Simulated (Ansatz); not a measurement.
# AlRu (Pm-3m) in Ansatz: further runs

The runs below take AlRu through single point, equation of state, with LDA.

Everything below comes from runs of Ansatz 0.2.0. Logs are shortened: lines on timing, memory, paths and dates and some standing lists are left out, and cuts for length are marked.

### Step 1. The structure

The structure is cubic, space group Pm-3m (No. 221). The conventional cell has a = 2.992 Å, b = 2.992 Å, c = 2.992 Å, α = 90.00°, β = 90.00°, γ = 90.00°. Ru (site symmetry m-3m) is surrounded by 8 Al at 2.59 Å. Around Al (site symmetry m-3m) lie 8 Ru at 2.59 Å.

### Step 2. Single point, LDA, 12.58 Å³/atom (volume scaled by 0.94)

input.yaml

```yaml
crystal:
  lattice:
    - [2.9305298028, 0.0, 0.0]
    - [0.0, 2.9305298028, 0.0]
    - [0.0, 0.0, 2.9305298028]
  atoms:
    - { symbol: Ru, position: [0.5, 0.5, 0.5] }
    - { symbol: Al, position: [0.0, 0.0, 0.0] }
hamiltonian:
  xc: lda
  pseudopotentials: { kind: paw }
kpoints:
  mp_grid: { grid: [9, 9, 9] }
scf:
  occupations: { method: fermi_dirac, width: 0.05 }
output:
  forces: true
  stress: true
  eigenvalues: true
```

Potentials or basis: Ansatz PAW.

The run is started by

```
> ansatz run input.yaml --threads 2 --pin off --max-ram 5632MiB --backend cpu --events-out ev --progress --plain --runs-dir out
```

The program printed:

```text
Warning: RAYON_NUM_THREADS=2 ignored (pool sized by the plan → 2); use --threads N
Engine: ansatz 0.2.0, aarch64-unknown-linux-gnu
Pseudopotentials: kind: paw
Pseudopotential: Ru, paw, valence charge 16, recommended cutoff 420 eV (normal), Ru.paw.azcp
Pseudopotential: Al, paw, valence charge 3, recommended cutoff 420 eV (normal), Al.paw.azcp
Functional definition: SPW92
  exchange = slater_x
  correlation = pw_c
Crystal: 2 atoms, lattice volume = 25.167 Å³
Basis set: ecut = 420 eV, 461 PW (Γ)
Bands: 14, of which v1, the nominal top of the filled ones, is band 10 counted from 1 (9 counted from 0)
Symmetry: 48 space group operations
Space group: Pm-3m (ITA 221), of the structure as read, at distance tolerance 2.9e-5 Å
k-points: 35 of 729
Non-local potential: Ru, projectors of the file, l = 0: 3, l = 1: 2, l = 2: 2, l = 3: 1
Non-local potential: Al, projectors of the file, l = 0: 2, l = 1: 2, l = 2: 1
PAW form: soft (Blöchl's): semilocal exchange-correlation on the pseudo side does not see the compensation charge
PAW frozen core: Ru, regenerated for the run's functional, and the local potential with it (the file was generated under x = pbe(κ = 0.804, μ = 0.2195149727645171), c = pbe(β = 0.06672455060314922))
PAW frozen core: Al, regenerated for the run's functional, and the local potential with it (the file was generated under x = pbe(κ = 0.804, μ = 0.2195149727645171), c = pbe(β = 0.06672455060314922))
PAW one-centre angular grid: Ru, 590 points (default); XC on 64 Gauss nodes
PAW one-centre angular grid: Al, 110 points (default); XC on 64 Gauss nodes
Initial density: superposition of atomic densities (neutral atoms: chi_scale 0, normalization atom), corrected by the library's trained network
Initial wavefunctions: pseudopotential atomic-orbital guess
Functional: x = slater, c = lda
SCF iter   1: F=—  HF=-6272.464311 eV  |F-HF|=—  |Δ(HF+E_count)|=         —  Δρ=1.22e-2  dr2=2.92e-2  ethr=1.77e-3  ⟨swp⟩=5.2  Hψ=2682  notcnv=0
preconditioner: auto → none  [metal: Δε(μ)=0.042 eV  Ē_g=9.376 eV  σ=0.050 eV  W_gap=0.21  n_scr=6 (ndim 8)  ℏωp=24.5 eV  f_vac=0.000  D(μ)=1.62/eV (n_scr^D=18)  sad-step TF]
SCF iter   2: F=—  HF=-6272.460366 eV  |F-HF|=—  |Δ(HF+E_count)|=   3.94e-3  Δρ=6.89e-3  dr2=1.12e-2  ethr=1.54e-4  ⟨swp⟩=1.2  Hψ=778  notcnv=0  defer=1
SCF iter   3: F=—  HF=-6272.457823 eV  |F-HF|=—  |Δ(HF+E_count)|=   2.54e-3  Δρ=6.94e-4  dr2=8.58e-5  ethr=5.89e-5  ⟨swp⟩=2.3  Hψ=722  notcnv=0  defer=1
SCF iter   4: F=—  HF=-6272.457807 eV  |F-HF|=—  |Δ(HF+E_count)|=   1.64e-5  Δρ=1.97e-4  dr2=7.62e-6  ethr=4.52e-7  ⟨swp⟩=2.1  Hψ=757  notcnv=0  defer=1
iter 5 did not close the SCF: its close was put off for the readings that it lacked (scf_convergence_deferred on its scf_iter line)
SCF iter   5: F=-6272.457805 eV  HF=-6272.457805 eV  |F-HF|=3.62e-8  |Δ(HF+E_count)|=   1.43e-6  Δρ=2.25e-5  dr2=5.18e-8  ethr=4.01e-8  ⟨swp⟩=2.5  Hψ=715  notcnv=0  defer=1
SCF iter   6: F=-6272.457805 eV  HF=-6272.457805 eV  |F-HF|=4.09e-10  |Δ(HF+E_count)|=   1.30e-8  Δρ=4.99e-6  dr2=1.06e-9  ethr=2.73e-10  ⟨swp⟩=2.6  Hψ=1809  notcnv=0
SCF 1 converged in 6 iterations: F = -6272.457805 eV  dr2 = 1.06e-9
SCF converged after 6 iterations
Free energy (F): -6272.457805 eV
Harris-Foulkes:  -6272.457805 eV  (|F-HF|=4.09e-10)
Internal energy: -6272.443956 eV  (E = F + TS)
E sigma→0 (E₀):  -6272.450880 eV
Entropy (-TS):   -0.013850 eV (-6.925 meV/atom)
Fermi energy:    16.985166 eV
--- Per-component energies (eV) ---
  E_band       = -103.576847
  E_kinetic    = 546.559947
  E_local      = -1744.090628  (includes V_loc(G=0)·N_el)
  E_nonlocal   = 361.104758
  E_hartree    = 617.882615
  E_xc         = -232.056040
  E_vxc        = -272.295613  (∫ρ·V_xc dr)
  E_paw        = -3786.077254  (= ΣΔE_a)
  E_vpaw       = -230.619727  (= ΣTr[D̂ρ^β])
  E_aug_tail   = -0.000244  (compensation charges beyond the density's cutoff)
  E_ewald      = -2036.394512
  E_core_change = 0.627401  (= ΣΔE_core)
  E_smearing   = -0.013850  (= −TS)
  E_closure    = -0.000000  (closes the sum)
  Σ components = -6272.457805   (vs F -6272.457805, Δ=0.00e0)
--- Forces (eV/Å), atoms counted from 1 ---
  atom   1  Ru     0.00000000    -0.00000000    -0.00000000
  atom   2  Al    -0.00000000     0.00000000     0.00000000
  max |Σ_I F_I| component: 5.64e-29 eV/Å
--- Stress (GPa, compression-positive) ---
        5.758567       0.000000       0.000000
        0.000000       5.758567       0.000000
        0.000000       0.000000       5.758567
  P = ⅓ Tr σ = 5.7586 GPa (57.586 kbar)
--- Band table (eV; the first three rows and the last of 35) ---
  k-point 0: bands = ["-54.6449", "-24.6411", "-24.6411", "-24.6411", "7.0464", "13.1260", "13.1260", "17.2510", "17.2510", "17.2510", "23.3972", "23.3972", "23.3972", "28.4155"]
  k-point 1: bands = ["-54.6425", "-24.6727", "-24.6385", "-24.6385", "7.2950", "13.2144", "13.2204", "16.9426", "16.9426", "17.2833", "22.3650", "23.8838", "23.8838", "27.8282"]
  k-point 2: bands = ["-54.6362", "-24.7519", "-24.6318", "-24.6318", "8.0103", "13.3326", "13.4513", "16.2935", "16.2935", "17.3665", "20.7186", "25.0667", "25.0667", "26.5586"]
  k-point 34: bands = ["-54.5846", "-24.8378", "-24.8372", "-24.8372", "11.9803", "12.2037", "12.2037", "18.3396", "18.3396", "20.2113", "20.3951", "21.7439", "21.7439", "26.3948"]
```

Run time: 0.58 s. Hardware: 2 threads of Arm Neoverse V1, shared host; peak memory 0.26 GiB.

Results:

```
Free energy            : -6272.4578 eV
Pressure               : 5.8 GPa
Band gap on the k mesh : none (metal or under the smearing width)
```

Caveat: the PAW data sets come from PBE, with cores solved anew for the run's functional, which leaves a small shift of forces and pressure.

### Step 3. Single point, LDA, 12.85 Å³/atom (volume scaled by 0.96)

Edit input.yaml of step 2 so:

```diff
@@ -2,5 +2,5 @@
   lattice:
-    - [2.9305298028, 0.0, 0.0]
-    - [0.0, 2.9305298028, 0.0]
-    - [0.0, 0.0, 2.9305298028]
+    - [2.9511680166, 0.0, 0.0]
+    - [0.0, 2.9511680166, 0.0]
+    - [0.0, 0.0, 2.9511680166]
   atoms:
```

Potentials or basis: Ansatz PAW.

The run is started by

```
> ansatz run input.yaml --threads 2 --pin off --max-ram 5632MiB --backend cpu --events-out ev --progress --plain --runs-dir out
```

It took 0.58 s on 2 threads of Arm Neoverse V1, shared host; peak memory 0.27 GiB.

It converged, with:

```yaml
Free_energy: -6272.4682 eV
Pressure: 0.6 GPa
Band_gap_on_the_k_mesh: none (metal or under the smearing width)
```

Caveat: the PAW data sets come from PBE, with cores solved anew for the run's functional, which leaves a small shift of forces and pressure.

### Step 4. Single point, LDA, 13.12 Å³/atom (volume scaled by 0.98)

Edit input.yaml of step 3 so:

```diff
@@ -2,5 +2,5 @@
   lattice:
-    - [2.9511680166, 0.0, 0.0]
-    - [0.0, 2.9511680166, 0.0]
-    - [0.0, 0.0, 2.9511680166]
+    - [2.9715215427, 0.0, 0.0]
+    - [0.0, 2.9715215427, 0.0]
+    - [0.0, 0.0, 2.9715215427]
   atoms:
```

The run is started by

```
> ansatz run input.yaml --threads 2 --pin off --max-ram 5632MiB --backend cpu --events-out ev --progress --plain --runs-dir out
```

Wall time 0.57 s (2 threads of Arm Neoverse V1, shared host); peak memory 0.27 GiB.

It converged, with:

```yaml
Free_energy: -6272.4623 eV
Pressure: -4.0 GPa
Band_gap_on_the_k_mesh: none (metal or under the smearing width)
```

Caveat: the PAW data sets come from PBE, with cores solved anew for the run's functional, which leaves a small shift of forces and pressure.

### Step 5. Single point, LDA, 13.39 Å³/atom

Edit input.yaml of step 4 so:

```diff
@@ -2,5 +2,5 @@
   lattice:
-    - [2.9715215427, 0.0, 0.0]
-    - [0.0, 2.9715215427, 0.0]
-    - [0.0, 0.0, 2.9715215427]
+    - [2.9916, 0.0, 0.0]
+    - [0.0, 2.9916, 0.0]
+    - [0.0, 0.0, 2.9916]
   atoms:
```

The run is started by

```
> ansatz run input.yaml --threads 2 --pin off --max-ram 5632MiB --backend cpu --events-out ev --progress --plain --runs-dir out
```

It took 0.58 s on 2 threads of Arm Neoverse V1, shared host; peak memory 0.27 GiB.

The run converged. Its results:

| Item | Value |
| --- | --- |
| Free energy | -6272.4417 eV |
| Pressure | -8.2 GPa |
| Band gap on the k mesh | none (metal or under the smearing width) |

Caveat: the PAW data sets come from PBE, with cores solved anew for the run's functional, which leaves a small shift of forces and pressure.

### Step 6. Single point, LDA, 13.65 Å³/atom (volume scaled by 1.02)

Edit input.yaml of step 5 so:

```diff
@@ -2,5 +2,5 @@
   lattice:
-    - [2.9916, 0.0, 0.0]
-    - [0.0, 2.9916, 0.0]
-    - [0.0, 0.0, 2.9916]
+    - [3.0114124979, 0.0, 0.0]
+    - [0.0, 3.0114124979, 0.0]
+    - [0.0, 0.0, 3.0114124979]
   atoms:
@@ -19 +19,5 @@
   eigenvalues: true
+  write_density: true
+  write_potential: true
+  elf: true
+  volumetric_format: npy
```

Potentials or basis: Ansatz PAW.

The run is started by

```
> ansatz run input.yaml --threads 2 --pin off --max-ram 5632MiB --backend cpu --events-out ev --progress --plain --runs-dir out
```

Run time: 0.8 s. Hardware: 2 threads of Arm Neoverse V1, shared host; peak memory 0.27 GiB.

Results (log left out):

* Free energy: -6272.4081 eV
* Pressure: -11.9 GPa
* Band gap on the k mesh: none (metal or under the smearing width)

Caveat: the PAW data sets come from PBE, with cores solved anew for the run's functional, which leaves a small shift of forces and pressure.

### Step 7. Single point, LDA, 13.92 Å³/atom (volume scaled by 1.04)

input.yaml

```yaml
crystal:
  lattice:
    - [3.0309676725, 0.0, 0.0]
    - [0.0, 3.0309676725, 0.0]
    - [0.0, 0.0, 3.0309676725]
  atoms:
    - { symbol: Ru, position: [0.5, 0.5, 0.5] }
    - { symbol: Al, position: [0.0, 0.0, 0.0] }
hamiltonian:
  xc: lda
  pseudopotentials: { kind: paw }
kpoints:
  mp_grid: { grid: [9, 9, 9] }
scf:
  occupations: { method: fermi_dirac, width: 0.05 }
output:
  forces: true
  stress: true
  eigenvalues: true
```

The run is started by

```
> ansatz run input.yaml --threads 2 --pin off --max-ram 5632MiB --backend cpu --events-out ev --progress --plain --runs-dir out
```

Wall time 0.64 s (2 threads of Arm Neoverse V1, shared host); peak memory 0.27 GiB.

It converged, with:

| Quantity | Value |
| --- | --- |
| Free energy | -6272.3627 eV |
| Pressure | -15.2 GPa |
| Band gap on the k mesh | none (metal or under the smearing width) |

Caveat: the PAW data sets come from PBE, with cores solved anew for the run's functional, which leaves a small shift of forces and pressure.

### Step 8. Single point, LDA, 14.19 Å³/atom (volume scaled by 1.06)

Edit input.yaml of step 7 so:

```diff
@@ -2,5 +2,5 @@
   lattice:
-    - [3.0309676725, 0.0, 0.0]
-    - [0.0, 3.0309676725, 0.0]
-    - [0.0, 0.0, 3.0309676725]
+    - [3.0502737196, 0.0, 0.0]
+    - [0.0, 3.0502737196, 0.0]
+    - [0.0, 0.0, 3.0502737196]
   atoms:
```

The run is started by

```
> ansatz run input.yaml --threads 2 --pin off --max-ram 5632MiB --backend cpu --events-out ev --progress --plain --runs-dir out
```

It took 0.65 s on 2 threads of Arm Neoverse V1, shared host; peak memory 0.27 GiB.

Results (log left out):

```yaml
Free_energy: -6272.3070 eV
Pressure: -18.1 GPa
Band_gap_on_the_k_mesh: none (metal or under the smearing width)
```

Caveat: the PAW data sets come from PBE, with cores solved anew for the run's functional, which leaves a small shift of forces and pressure.

### Step 9. Equation of state, LDA

Potentials or basis: Ansatz PAW.

This step only gathers the single runs of the series.

Results:

```
Equilibrium volume                      : 12.88 Å³/atom
Bulk modulus                            : 232 GPa
Pressure derivative of the bulk modulus : 4.4
```

Energy against volume, from the lowest point:
```
volume (Å³/atom)  energy (meV/atom)
          12.584               5.21
          12.851               0.00
          13.119               2.96
          13.387              13.25
          13.655              30.07
          13.922              52.74
          14.190              80.62
```
